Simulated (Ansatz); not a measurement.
**Relaxing Hg**

These are results of DFT PBEsol, scalar-relativistic, plane waves, PAW (Ansatz 0.2.0), not measurements. (420 eV cutoff, 12×12×12 k-mesh, Gaussian smearing of 0.10 eV, no spin polarisation)

What was changed: biaxial strain in the a-b plane, c and atoms relaxed: +3.0 %.

Spin–orbit coupling is left out, which can shift energies with elements as heavy as these.

Input:

```yaml
crystal:
  lattice:
    - [3.8941747159, 0.0, 0.0]
    - [0.0, 3.8941747159, 0.0]
    - [0.0, 0.0, 3.2825894918]
  atoms:
    - { symbol: Hg, position: [0.0, 0.0, 0.0] }
    - { symbol: Hg, position: [0.5, 0.5, 0.5] }
basis:
  ecutwfc: 420
kpoints:
  mp_grid: { grid: [12, 12, 12] }
hamiltonian:
  xc: pbesol
scf:
  occupations: { method: gaussian, width: 0.1 }
output:
  forces: true
  stress: true
  eigenvalues: true
relax:
  adjacent_minimum: "off"
  f_tol: 0.008
  max_steps: 40
  cell: { stress_tol: 0.05, fix: [a, b, gamma] }
```

F is the free energy. Steps run on the plane waves of an earlier cell, but the last one, and at times one on the way, on a freshly chosen basis, so a repeated geometry can differ a little in energy. The held parts of the cell keep their stress, so P needn't end at zero.

Steps:

```csv
step,F − F(1) (eV),largest force component (eV/Å),V (Å³/atom),P (GPa)
1,0.0000,0.000,24.890,-1.31
2,-0.0023,0.000,24.662,-1.07
3,-0.0045,0.000,24.195,-0.56
4,-0.0046,0.000,24.143,-0.49
5,-0.0042,0.000,24.143,-0.49
```

Relaxed structure:

```xyz
2
Lattice="3.8942 0.0000 0.0000 0.0000 3.8942 0.0000 0.0000 0.0000 3.1842" Properties=species:S:1:pos:R:3 pbc="T T T"
Hg    0.0000    0.0000    0.0000
Hg    1.9471    1.9471    1.5921
```

The structure is tetragonal, space group I4/mmm (No. 139). The conventional cell has a = 3.894 Å, b = 3.894 Å, c = 3.184 Å, α = 90.00°, β = 90.00°, γ = 90.00°. Around Hg (site symmetry 4/mmm) lie 10 Hg at 3.18 Å.

The run converged. The run took roughly 40 core-seconds.